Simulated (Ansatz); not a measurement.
Wurtzite InN, treated with Hartree–Fock in Ansatz (PAW).

Settings: plane-wave cutoff 460 eV, 9×9×6 k mesh (along the axes of the cell as run), Fermi–Dirac smearing 0.01 eV, scalar-relativistic PAW data made under PBE.

Cell (measured lattice):

```cif
data_In2N2
_chemical_formula_sum 'In2 N2'
_space_group_name_H-M_alt 'P 1'
_space_group_IT_number 1
_cell_length_a 3.53700
_cell_length_b 3.53700
_cell_length_c 5.70300
_cell_angle_alpha 90.000
_cell_angle_beta 90.000
_cell_angle_gamma 120.000
loop_
_space_group_symop_operation_xyz
  'x, y, z'
loop_
_atom_site_label
_atom_site_type_symbol
_atom_site_fract_x
_atom_site_fract_y
_atom_site_fract_z
_atom_site_occupancy
In1 In 0.66667 0.33333 0.49986 1
In2 In 0.33333 0.66667 0.99986 1
N1 N 0.66667 0.33333 0.87914 1
N2 N 0.33333 0.66667 0.37914 1
```

What does this level give for the band gap?


band gap: 7.30 eV (on the SCF k mesh)

Measured, for comparison: band gap 0.77 eV (zero-point shift of 0.07 eV (the table's estimate, ZP (est)) added back here, E0, Γ; inputs from arXiv:2302.06325).

Note: cell and atoms aren't relaxed at this level (largest force component 0.03 eV/Å, pressure 0.6 GPa).

Spin–orbit coupling is not included.

Static lattice: no zero-point or thermal effects.

Ansatz is a first-principles code.
